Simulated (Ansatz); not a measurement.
# KF: a single-point run

Aim: a sound single-point run of KF. The structure is shown as the input types it. The cell is built on a prototype (CsCl type) and needn't be the phase found in nature.

Method: density functional or hybrid calculation with the settings of its input, plane waves (as first typed), in Ansatz 0.2.0.

5 further runs of the same task are left out: 1 for a known fault of the program, 4 that didn't finish.

## 1. Starting point

It takes space group Pm-3m (No. 221, cubic). The conventional cell has a = 3.179 Å, b = 3.179 Å, c = 3.179 Å, α = 90.00°, β = 90.00°, γ = 90.00°. K (site symmetry m-3m) has 8 F at 2.75 Å as nearest neighbours. F (site symmetry m-3m) has 8 K at 2.75 Å as nearest neighbours.

As a file:

```
K F
1.0
     3.17887    0.00000    0.00000
     0.00000    3.17887    0.00000
     0.00000    0.00000    3.17887
K F
1 1
Direct
  0.00000 0.00000 0.00000
  0.50000 0.50000 0.50000
```

## 2. Input and run

Contents of input.yaml:

```yaml
crystal:
  lattice:
    - [3.1788706815, 0.0, 0.0]
    - [0.0, 3.1788706815, 0.0]
    - [0.0, 0.0, 3.1788706815]
  atoms:
    - { symbol: K, position: [0.0, 0.0, 0.0] }
    - { symbol: F, position: [0.5, 0.5, 0.5] }
kpoints:
  mp_grid: { grid: [6, 6, 6] }
hamiltonian:
  xc: pbe
scf:
  occupations: { method: fixed }
  n_extra_bands: 4
  convergence: { dr2_threshold: 0.01 }
  max_iter: 53
output:
  forces: true
  stress: true
  eigenvalues: true
```

On the command line:

```sh
> ansatz run input.yaml --threads 4 --pin off --max-ram 3686MiB --backend cpu --events-out ev --progress --plain --runs-dir out
```

Q: Will this input give a usable result? If not, why, and what should change?

This run ends as converged, with warnings (force scf threshold loose, stress scf threshold loose). Its log warns: «scf.convergence.dr2_threshold = 1e-2 eV is looser than this run's default, which is 1e-7 eV or tighter. The error in the forces grows as the threshold's square root ...»

The threshold asked is loose, but the program put off the close and ended at dr2 = 1.9e-9, so little accuracy was lost here.

Run again and compare: delete scf.convergence.dr2_threshold (the default then holds).
